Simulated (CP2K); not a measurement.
The system is Pt.

```
CELL_PARAMETERS angstrom
2.76067 0.00000 0.00000
-1.38033 2.39081 0.00000
0.00000 0.00000 4.79213
ATOMIC_POSITIONS crystal
Pt 0.33333 0.66667 0.25000
Pt 0.66667 0.33333 0.75000
```

This isn't the form of Pt at room conditions, which is fcc.

```yaml
Program: CP2K 2026.2
Task: single point
Functional: PBEsol
Potentials_or_basis: POTENTIAL_UZH Pt GTH-PBE-q18; TZVP-MOLOPT-PBE-GTH basis
Density_cutoff: 6123 eV
k_mesh: 11 × 11 × 6
Occupations: fermi-dirac, width 0.05 eV
Spin: no spin polarisation
```

On this cell: pressure -10.5 GPa; largest force under 0.003 eV/Å; band gap on the k mesh none (metal or under the smearing width).

The same run follows on a disturbed copy (atoms moved at random, drawn with an rms of 0.05 Å):

```
CELL_PARAMETERS angstrom
2.76067 0.00000 0.00000
-1.38033 2.39081 0.00000
0.00000 0.00000 4.79213
ATOMIC_POSITIONS crystal
Pt 0.32844 0.68797 0.25286
Pt 0.67332 0.32279 0.74338
```

Task: What does the disturbed cell give?

Result: The energy (extrapolated to zero smearing) moves by +2.8 meV/atom; pressure -10.1 GPa; largest force 0.431 eV/Å; band gap on the k mesh none (metal or under the smearing width).

Forces in eV/Å, atoms in the order of the input:
```
Pt  -0.077  0.032 -0.423
Pt   0.077 -0.032  0.423
```

Stress tensor (GPa, compression positive):
```
 -9.67   0.02  -0.17
  0.02  -9.27   0.24
 -0.17   0.24 -11.32
```

Caveats: the potentials were made for another functional, which shifts forces and pressure; the basis of atomic orbitals isn't converged, which shifts pressures, moduli and gaps.
